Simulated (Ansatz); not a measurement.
**NbP (NiAs type): other levels of theory at one geometry**

An exercise on one series of results from a longer session: the logs are not shown, and one member is left open.

Method: DFT at several levels, plane waves, PAW, in Ansatz 0.2.0.

2 further runs of the same task are left out: 2 that didn't finish. Runs told in other sessions of the task aren't counted.

### The structure to begin with

It takes space group P6_3/mmc (No. 194, hexagonal). Conventional cell: a = 3.316 Å, b = 3.316 Å, c = 6.716 Å, α = 90.00°, β = 90.00°, γ = 120.00°. Around Nb (site symmetry -3m) lie 6 P at 2.55 Å. P (site symmetry -6m2) is surrounded by 6 Nb at 2.55 Å.

As a file:

```xyz
4
Lattice="3.3163 0.0000 0.0000 -1.6581 2.8720 0.0000 0.0000 0.0000 6.7164" Properties=species:S:1:pos:R:3 pbc="T T T"
Nb    0.0000    0.0000    0.0000
Nb    0.0000    0.0000    3.3582
P     0.0000    1.9147    1.6791
P     1.6581    0.9573    5.0373
```

An earlier run at PBE left this cell at 15.992 Å³/atom and 0.00 GPa (10×10×8 mesh), a metal on this mesh.

Levels to run: PBE+SOC; r²SCAN; PBEsol; LDA. Hardware: 2 threads of Arm Neoverse V2, shared host.

The first run:

input.yaml reads:

```yaml
crystal:
  lattice:
    - [3.316288679, 0.0, 0.0]
    - [-1.6581443395, 2.8719902423, 0.0]
    - [0.0, 0.0, 6.7163979592]
  atoms:
    - { symbol: Nb, position: [0.0, 0.0, 0.0] }
    - { symbol: Nb, position: [0.0, 0.0, 0.5] }
    - { symbol: P, position: [0.3333333333, 0.6666666667, 0.25] }
    - { symbol: P, position: [0.6666666667, 0.3333333333, 0.75] }
basis:
  ecutwfc: 420
  ecutrho_ratio: 4
kpoints:
  mp_grid: { grid: [10, 10, 8] }
hamiltonian:
  xc: pbe
scf:
  occupations: { method: gaussian, width: 0.05 }
output:
  forces: true
  stress: true
  eigenvalues: true
  populations: true
  dos: { projected: true, de: 0.02 }
  write_density: true
  write_potential: true
  elf: true
  volumetric_format: npy
magnetization:
  noncollinear: true
  spin_orbit: true
```

On the command line:

```bash
$ ansatz run input.yaml --threads 2 --pin off --max-ram 2662MiB --backend cpu --events-out ev --progress --plain --runs-dir out
```

Among the steps run: PBE+SOC; r²SCAN; PBEsol; LDA.

One table of the session follows, with a row left open; its other results are not shown here.

| level | pressure (GPa) |
| --- | --- |
| PBE | 0.0 |
| LDA | -8.4 |
| PBEsol | -5.4 |
| PBE+SOC | 0.0 |
| r²SCAN | ? |

Estimate the missing values for r²SCAN.

**Answer.** pressure (GPa): -0.6. In the column «pressure (GPa)» it lies between PBEsol (-5.4) and PBE (0.0).

The pressure runs from -8.4 GPa (LDA) to 0.0 GPa (PBE+SOC); a negative pressure means that level wants a smaller cell, a positive one a larger cell. Total energies of different levels have different zeros and can't be compared.
